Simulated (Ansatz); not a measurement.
# InSe (P-6m2) in Ansatz: further runs

Aim: see how the results for InSe move with the level of theory and the settings. Levels: revPBE+D3(BJ), RPBE+D3(BJ). Tasks: relaxation of cell and atoms.

Everything below comes from runs of Ansatz 0.2.0. Logs are shortened: lines on timing, memory, paths and dates and some standing lists are left out, and cuts for length are marked.

## 1. The structure

It takes space group P-6m2 (No. 187, hexagonal). Conventional cell: a = 4.047 Å, b = 4.047 Å, c = 18.052 Å, α = 90.00°, β = 90.00°, γ = 120.00°. In (site symmetry 3m) has 3 Se at 2.65 Å and 1 In at 2.79 Å as nearest neighbours. Around In (site symmetry 3m) lie 3 Se at 2.65 Å and 1 In at 2.79 Å. Se (site symmetry 3m) is surrounded by 3 In at 2.65 Å. Around Se (site symmetry 3m) lie 3 In at 2.65 Å.

Measurements of this composition are mostly on another form, of space group No. 160.

## 2. Relaxation of cell and atoms, revPBE+D3(BJ)

File input.yaml:

```yaml
crystal:
  lattice:
    - [4.0473293151, 0.0, 0.0]
    - [-2.0236646576, 3.5050900044, 0.0]
    - [0.0, 0.0, 18.05206491]
  atoms:
    - { symbol: In, position: [0.3333333333, 0.6666666667, 0.07739049] }
    - { symbol: In, position: [0.3333333333, 0.6666666667, 0.92260951] }
    - { symbol: In, position: [0.0, 0.0, 0.42260632] }
    - { symbol: In, position: [0.0, 0.0, 0.57739368] }
    - { symbol: Se, position: [0.3333333333, 0.6666666667, 0.35298428] }
    - { symbol: Se, position: [0.3333333333, 0.6666666667, 0.64701572] }
    - { symbol: Se, position: [0.6666666667, 0.3333333333, 0.14699993] }
    - { symbol: Se, position: [0.6666666667, 0.3333333333, 0.85300007] }
hamiltonian:
  xc: revpbe
  pseudopotentials: { kind: paw }
  dispersion: d3bj
kpoints:
  mp_grid: { grid: [8, 8, 2] }
scf:
  occupations: { method: fermi_dirac, width: 0.05 }
output:
  forces: true
  stress: true
  eigenvalues: true
relax:
  f_tol: 0.01
  max_steps: 40
  cell: { stress_tol: 0.05 }
```

Potentials or basis: Ansatz PAW.

Launch:

```sh
$ ansatz run input.yaml --threads 4 --pin off --max-ram 11264MiB --backend cpu --events-out ev --progress --plain --runs-dir out
```

Output:

```text
Warning: RAYON_NUM_THREADS=4 ignored (pool sized by the plan → 4); use --threads N
Engine: ansatz 0.2.0, aarch64-unknown-linux-gnu
Pseudopotentials: kind: paw
Pseudopotential: In, paw, valence charge 13, recommended cutoff 420 eV (normal), In.paw.azcp
Pseudopotential: Se, paw, valence charge 16, recommended cutoff 420 eV (normal), Se.paw.azcp
Functional definition: revPBE
  parameter kappa = 1.245
  parameter beta = 0.06672455060314922
  exchange = pbe_x(kappa = kappa, mu = beta*pi^2/3)
  correlation = pbe_c(beta = beta)
Crystal: 8 atoms, lattice volume = 256.091 Å³
Basis set: ecut = 420 eV, 4981 PW (Γ), exchange–correlation on 60×60×250 points (8 copies of the dense FFT grid, shifted against one another)
Bands: 70, of which v1, the nominal top of the filled ones, is band 58 counted from 1 (57 counted from 0)
Symmetry: 12 space group operations
Space group: P-6m2 (ITA 187), of the structure as read, at distance tolerance 6.4e-5 Å
k-points: 20 of 128 (time reversal used)
Non-local potential: In, projectors of the file, l = 0: 2, l = 1: 2, l = 2: 2, l = 3: 2
Non-local potential: Se, projectors of the file, l = 0: 2, l = 1: 2, l = 2: 3, l = 3: 1
PAW form: soft (Blöchl's): semilocal exchange-correlation on the pseudo side does not see the compensation charge
PAW frozen core: In, regenerated for the run's functional, and the local potential with it (the file was generated under x = pbe(κ = 0.804, μ = 0.2195149727645171), c = pbe(β = 0.06672455060314922))
PAW frozen core: Se, regenerated for the run's functional, and the local potential with it (the file was generated under x = pbe(κ = 0.804, μ = 0.2195149727645171), c = pbe(β = 0.06672455060314922))
PAW one-centre angular grid: In, 590 points (default); XC on 64 Gauss nodes
PAW one-centre angular grid: Se, 590 points (default); XC on 64 Gauss nodes
Initial density: superposition of atomic densities (neutral atoms: chi_scale 0, normalization atom), corrected by the library's trained network
Initial wavefunctions: pseudopotential atomic-orbital guess
Functional: x = revpbe(κ = 1.245, μ = 0.2195149727645171), c = pbe(β = 0.06672455060314922)
SCF iter   1: F=—  HF=-44317.258763 eV  |F-HF|=—  |Δ(HF+E_count)|=         —  Δρ=2.07e-3  dr2=7.80e-3  ethr=1.77e-3  ⟨swp⟩=6.0  Hψ=5365  notcnv=0  defer=2
preconditioner: auto → Resta (q_TF=auto, 2.391 Å⁻¹)  ε∞=3.1  [insulator: Δε(μ)=0.832 eV  Ē_g=13.985 eV  σ=0.050 eV  W_gap=1.00  n_scr=66 (ndim 8)  ℏωp=20.2 eV  f_vac=0.164  D(μ)=0.00/eV (n_scr^D=0)  ε∞_Penn≈3.1]
SCF iter   2: F=—  HF=-44317.255639 eV  |F-HF|=—  |Δ(HF+E_count)|=   3.12e-3  Δρ=8.29e-4  dr2=1.32e-3  ethr=6.72e-6  ⟨swp⟩=2.0  Hψ=2397  notcnv=0  defer=36
SCF iter   3: F=—  HF=-44317.256334 eV  |F-HF|=—  |Δ(HF+E_count)|=   6.96e-4  Δρ=3.52e-4  dr2=3.01e-4  ethr=1.14e-6  ⟨swp⟩=2.0  Hψ=1566  notcnv=0  defer=36
SCF iter   4: F=—  HF=-44317.256630 eV  |F-HF|=—  |Δ(HF+E_count)|=   2.95e-4  Δρ=8.59e-5  dr2=3.04e-5  ethr=2.60e-7  ⟨swp⟩=2.0  Hψ=1647  notcnv=0  defer=36
SCF iter   5: F=—  HF=-44317.256653 eV  |F-HF|=—  |Δ(HF+E_count)|=   2.36e-5  Δρ=3.42e-5  dr2=6.93e-6  ethr=2.62e-8  ⟨swp⟩=2.9  Hψ=2526  notcnv=0  defer=36
SCF iter   6: F=—  HF=-44317.256671 eV  |F-HF|=—  |Δ(HF+E_count)|=   1.79e-5  Δρ=9.50e-6  dr2=4.30e-7  ethr=5.98e-9  ⟨swp⟩=3.1  Hψ=2522  notcnv=0  defer=36
SCF iter   7: F=-44317.256672 eV  HF=-44317.256672 eV  |F-HF|=1.52e-7  |Δ(HF+E_count)|=   1.21e-6  Δρ=3.23e-6  dr2=3.45e-8  ethr=8.62e-11  ⟨swp⟩=10.4  Hψ=6793  notcnv=0
SCF 1 converged in 7 iterations: F = -44317.256672 eV  dr2 = 3.45e-8
relax step   1: F+E_penalty+E_count = -44317.25667250 eV  Δ(F+E_penalty+E_count) = +0.000e0 eV  max|allowed force component| = 3.254e-1 eV/Å  Δτ_max = 0.0000 Å  P = -0.290 GPa  Ω = 256.091 Å³  (7 SCF iters, dr2 threshold 1.00e-7 eV, accepted)
Crystal: 8 atoms, lattice volume = 241.568 Å³
Basis set: ecut = 420 eV, 4751 PW (Γ), exchange–correlation on 60×60×250 points (8 copies of the dense FFT grid, shifted against one another)
Initial density: handed on by an earlier stage of this run
Initial wavefunctions: those handed on with the density
iter 1 solved again at ethr=6.01e-4 eV; its pass at ethr=3.10e-3 eV (dr2=6.97e-1 eV) is discarded
SCF iter   1: F=—  HF=-44317.559865 eV  |F-HF|=—  |Δ(HF+E_count)|=         —  Δρ=1.27e-2  dr2=7.01e-1  ethr=6.01e-4  ⟨swp⟩=2.0  Hψ=6258  notcnv=0
[... 63 lines left out ...]
preconditioner: auto → Resta (q_TF=auto, 2.435 Å⁻¹)  ε∞=3.3  [insulator: Δε(μ)=0.388 eV  Ē_g=13.999 eV  σ=0.050 eV  W_gap=0.96  n_scr=66 (ndim 8)  ℏωp=21.4 eV  f_vac=0.073  D(μ)=0.02/eV (n_scr^D=0)  ε∞_Penn≈3.3]
SCF iter   2: F=—  HF=-44317.517744 eV  |F-HF|=—  |Δ(HF+E_count)|=   6.89e-5  Δρ=7.46e-5  dr2=2.15e-6  ethr=7.84e-9  ⟨swp⟩=2.0  Hψ=2111  notcnv=0
SCF iter   3: F=—  HF=-44317.517748 eV  |F-HF|=—  |Δ(HF+E_count)|=   3.88e-6  Δρ=1.58e-5  dr2=1.33e-7  ethr=1.86e-9  ⟨swp⟩=2.0  Hψ=2160  notcnv=0
SCF iter   4: F=—  HF=-44317.517749 eV  |F-HF|=—  |Δ(HF+E_count)|=   1.96e-7  Δρ=9.17e-7  dr2=2.24e-9  ethr=1.15e-10  ⟨swp⟩=2.0  Hψ=2160  notcnv=0
SCF iter   5: F=—  HF=-44317.517749 eV  |F-HF|=—  |Δ(HF+E_count)|=  4.29e-10  Δρ=3.58e-7  dr2=2.66e-10  ethr=1.93e-12  ⟨swp⟩=2.0  Hψ=2560  notcnv=0
SCF iter   6: F=-44317.517749 eV  HF=-44317.517749 eV  |F-HF|=2.91e-11  |Δ(HF+E_count)|=  5.75e-10  Δρ=1.09e-7  dr2=6.67e-11  ethr=1.00e-12  ⟨swp⟩=4.5  Hψ=4847  notcnv=0
SCF 7 converged in 6 iterations: F = -44317.517749 eV  dr2 = 6.67e-11
relax step   7: F+E_penalty+E_count = -44317.51774858 eV  Δ(F+E_penalty+E_count) = +4.211e-3 eV  max|allowed force component| = 1.478e-3 eV/Å  Δτ_max = 0.0000 Å  P = +0.015 GPa  Ω = 229.501 Å³  stress off target by 3.80e-2 GPa  SCF on the basis re-selected at this cell (its energy is not comparable with the rows above)  (6 SCF iters)
basis re-selected at this cell: Δ(F+E_penalty+E_count) = +4.211e-3 eV, ΔP = -0.008 GPa vs the last step (what re-selecting the basis moved, of the pressure what is left beyond the Pulay correction that the steps carried, after the strain that the cell walked since its last selection, with what the two solves' SCF thresholds leave and, on support functions, any second-order correction that the steps lacked; it is no measure of the basis error at this ecutwfc). The dense FFT grid was sized anew with the basis: this SCF ran on 27×27×120 points, the steps before it on 30×30×125, so part of this shift can come from that change (see relax.cell in the input reference). This SCF's stress stands 3.80e-2 GPa from its target on what of the cell is left free (relax.cell.stress_tol is 5.00e-2 GPa) and its largest allowed force component is 1.48e-3 eV/Å (relax.f_tol is 1.00e-2 eV/Å): within both
SCF converged after 6 iterations
Free energy (F): -44317.517749 eV
Harris-Foulkes:  -44317.517749 eV  (|F-HF|=2.91e-11)
Internal energy: -44317.517538 eV  (E = F + TS)
E sigma→0 (E₀):  -44317.517643 eV
Entropy (-TS):   -0.000210 eV (-0.026 meV/atom)
Fermi energy:    7.889782 eV
--- Per-component energies (eV) ---
  E_band       = -1784.894717
  E_kinetic    = 1445.371449
  E_local      = -15586.507719  (includes V_loc(G=0)·N_el)
  E_nonlocal   = -919.663984
  E_hartree    = 7198.219204
  E_xc         = -1279.555744
  E_vxc        = -787.811936  (∫ρ·V_xc dr)
  E_paw        = -24304.443686  (= ΣΔE_a)
  E_vpaw       = -332.718853  (= ΣTr[D̂ρ^β])
  E_aug_tail   = -0.002271  (compensation charges beyond the density's cutoff)
  E_ewald      = -10865.703748
  E_disp       = -4.634609  (pairwise vdW)
  E_core_change = -0.596431  (= ΣΔE_core)
  E_smearing   = -0.000210  (= −TS)
  E_closure    = -0.000000  (closes the sum)
  Σ components = -44317.517749   (vs F -44317.517749, Δ=0.00e0)
--- Forces (eV/Å), atoms counted from 1 ---
  atom   1  In     0.00000000    -0.00000000     0.00008033
  atom   2  In     0.00000000    -0.00000000    -0.00008033
  atom   3  In     0.00000000     0.00000000    -0.00029232
  atom   4  In     0.00000000     0.00000000     0.00029232
  atom   5  Se    -0.00000000     0.00000000    -0.00147766
  atom   6  Se    -0.00000000     0.00000000     0.00147766
  atom   7  Se    -0.00000000    -0.00000000     0.00128241
  atom   8  Se    -0.00000000    -0.00000000    -0.00128241
  max |Σ_I F_I| component: 3.24e-17 eV/Å
--- Stress (GPa, compression-positive) ---
        0.038015       0.000000       0.000000
        0.000000       0.038015       0.000000
        0.000000       0.000000      -0.030193
  P = ⅓ Tr σ = 0.0153 GPa (0.153 kbar)
--- Band table (eV; the first three rows and the last of 20) ---
  k-point 0: bands = ["-39.8011", "-39.8011", "-39.8011", "-39.8011", "-39.7976", "-39.7976", "-39.7976", "-39.7976", "-39.7777", "-39.7777", "-39.7777", "-39.7777", "-39.7731", "-39.7731", "-39.7731", "-39.7731", "-39.7689", "-39.7689", "-39.7639", "-39.7639", "-7.2245", "-7.2122", "-7.0368", "-7.0368", "-7.0239", "-7.0239", "-6.9515", "-6.9515", "-6.9455", "-6.9455", "-6.9387", "-6.9387", "-6.9322", "-6.9322", "-6.7666", "-6.7666", "-6.7530", "-6.7530", "-6.7359", "-6.7224", "-5.9258", "-5.8001", "-5.5323", "-5.3917", "1.2482", "1.6802", "3.2287", "4.2878", "6.0233", "6.1918", "6.1918", "6.2591", "6.2591", "6.4519", "6.4519", "6.5294", "6.5294", "7.6843", "8.0723", "9.5561", "9.7998", "9.9121", "11.8620", "11.8620", "11.9771", "11.9771", "12.7073", "13.1067", "13.1067", "13.2795"]
  k-point 1: bands = ["-39.8011", "-39.8011", "-39.8011", "-39.8011", "-39.7976", "-39.7976", "-39.7976", "-39.7976", "-39.7777", "-39.7777", "-39.7777", "-39.7777", "-39.7731", "-39.7731", "-39.7731", "-39.7731", "-39.7689", "-39.7689", "-39.7639", "-39.7639", "-7.2245", "-7.2122", "-7.0368", "-7.0368", "-7.0239", "-7.0239", "-6.9515", "-6.9515", "-6.9455", "-6.9455", "-6.9387", "-6.9387", "-6.9322", "-6.9322", "-6.7666", "-6.7666", "-6.7529", "-6.7529", "-6.7345", "-6.7240", "-5.8740", "-5.8723", "-5.4521", "-5.4514", "1.4265", "1.4375", "3.7224", "3.7256", "6.2189", "6.2189", "6.2225", "6.2225", "6.4932", "6.4932", "6.4976", "6.4976", "6.6901", "6.7388", "8.9071", "9.0179", "9.8799", "9.9189", "11.9095", "11.9095", "11.9237", "11.9237", "13.0416", "13.1320", "13.1864", "13.1864"]
  k-point 2: bands = ["-39.8011", "-39.8011", "-39.8010", "-39.8010", "-39.7976", "-39.7976", "-39.7975", "-39.7975", "-39.7778", "-39.7778", "-39.7777", "-39.7777", "-39.7731", "-39.7731", "-39.7731", "-39.7731", "-39.7689", "-39.7689", "-39.7639", "-39.7639", "-7.2238", "-7.2118", "-7.0886", "-7.0729", "-7.0349", "-7.0219", "-7.0101", "-6.9944", "-6.9495", "-6.9409", "-6.9375", "-6.9363", "-6.9281", "-6.9243", "-6.7985", "-6.7845", "-6.7679", "-6.7543", "-6.6891", "-6.6768", "-5.7588", "-5.6418", "-5.3880", "-5.2555", "1.3644", "1.7140", "3.3159", "3.9518", "5.3031", "5.4749", "5.5772", "5.9819", "6.0677", "6.0698", "6.2965", "6.3971", "6.4653", "7.5656", "8.9681", "9.7545", "10.4283", "10.4609", "11.2937", "11.3904", "11.9781", "12.1312", "12.3700", "12.7801", "13.0839", "13.3827"]
  k-point 19: bands = ["-39.8009", "-39.8009", "-39.8009", "-39.8009", "-39.7975", "-39.7975", "-39.7974", "-39.7974", "-39.7778", "-39.7778", "-39.7778", "-39.7778", "-39.7732", "-39.7732", "-39.7731", "-39.7731", "-39.7687", "-39.7687", "-39.7637", "-39.7637", "-7.3316", "-7.3217", "-7.2330", "-7.2239", "-7.1668", "-7.1541", "-7.0552", "-7.0421", "-6.9495", "-6.9363", "-6.9014", "-6.8922", "-6.8881", "-6.8792", "-6.8111", "-6.7976", "-6.7914", "-6.7779", "-6.5983", "-6.5849", "-4.4905", "-4.4882", "-4.3977", "-4.3949", "1.4171", "1.4304", "2.1608", "2.1892", "3.7763", "3.8185", "4.1117", "4.1879", "4.8474", "4.9141", "5.3934", "5.4589", "5.9333", "6.1280", "9.3192", "9.4418", "10.0010", "10.0036", "10.9497", "11.0526", "11.9170", "12.2019", "12.8844", "12.9599", "13.8497", "13.9096"]
--- Relaxed structure (6 steps of the walk, 6 accepted, 1 SCFs on fresh bases) ---
  F+E_penalty+E_count = -44317.51774858 eV   max|allowed force component| = 1.478e-3 eV/Å   (the final SCF, on the basis selected at the relaxed cell)
  cell:  # Å, volume = 229.5010 Å³
    - [4.019490188438647, 2.866890426691335e-11, 0.0]
    - [-2.0097450942441517, 3.4809806134358334, 0.0]
    - [0.0, 0.0, 16.402574766666056]
  atoms:
    - { symbol: In, position: [0.3333333333333333, 0.6666666666666666, 0.08495647293986891] }
    - { symbol: In, position: [0.3333333333333333, 0.6666666666666666, 0.9150435270601311] }
    - { symbol: In, position: [-1.8503717076008884e-17, -3.238150488543893e-17, 0.41505206000712996] }
    - { symbol: In, position: [-1.8503717076008884e-17, -3.238150488543893e-17, 0.5849479399928701] }
    - { symbol: Se, position: [0.3333333333333333, 0.6666666666666666, 0.33628018228258033] }
    - { symbol: Se, position: [0.3333333333333333, 0.6666666666666666, 0.6637198177174198] }
    - { symbol: Se, position: [0.6666666666666667, 0.3333333333333333, 0.16393323312384886] }
    - { symbol: Se, position: [0.6666666666666667, 0.3333333333333333, 0.8360667668761512] }
```

Run time: 69 s. Hardware: 4 threads of Arm Neoverse V1, shared host; peak memory 0.87 GiB.

What came out:

| Quantity | Value |
| --- | --- |
| Free energy | -44317.5177 eV |
| Relaxed volume | 28.69 Å³/atom |
| Relaxed cell | a = 4.019 Å, b = 4.019 Å, c = 16.403 Å, α = 90.00°, β = 90.00°, γ = 120.00° |
| Space group after relaxing (to 0.05 Å) | P-6m2 (No. 187) |
| Energy gained by relaxing | 32.6 meV/atom |
| Ionic steps | 7 |
| Pressure after relaxing | 0.0 GPa |
| Band gap on the k mesh | 0.39 eV, direct |

Step by step:
```csv
step,energy change (eV),largest force (eV/Å),volume (Å³)
1,0.0000,0.3254,256.09
2,-0.1288,0.3470,241.57
3,-0.2428,0.1731,230.41
4,-0.2553,0.1867,226.61
5,-0.2651,0.0140,229.78
6,-0.2653,0.0013,229.50
7,-0.2611,0.0015,229.50
```

Final structure:
```
In Se
1.0
     4.01949    0.00000    0.00000
    -2.00975    3.48098    0.00000
     0.00000    0.00000   16.40257
In Se
4 4
Direct
  0.33333 0.66667 0.08496
  0.33333 0.66667 0.91504
  0.00000 0.00000 0.41505
  0.00000 0.00000 0.58495
  0.33333 0.66667 0.33628
  0.33333 0.66667 0.66372
  0.66667 0.33333 0.16393
  0.66667 0.33333 0.83607
```

Caveat: the plane-wave basis is chosen anew once the cell has moved, so the energies of steps on either side of that aren't comparable; spin-orbit coupling is left out, which moves the levels of the heavy elements; the PAW data sets come from PBE, with cores solved anew for the run's functional, which leaves a small shift of forces and pressure. As with any semilocal functional, this revPBE gap is likely too small.

[end of part 1 of 2]
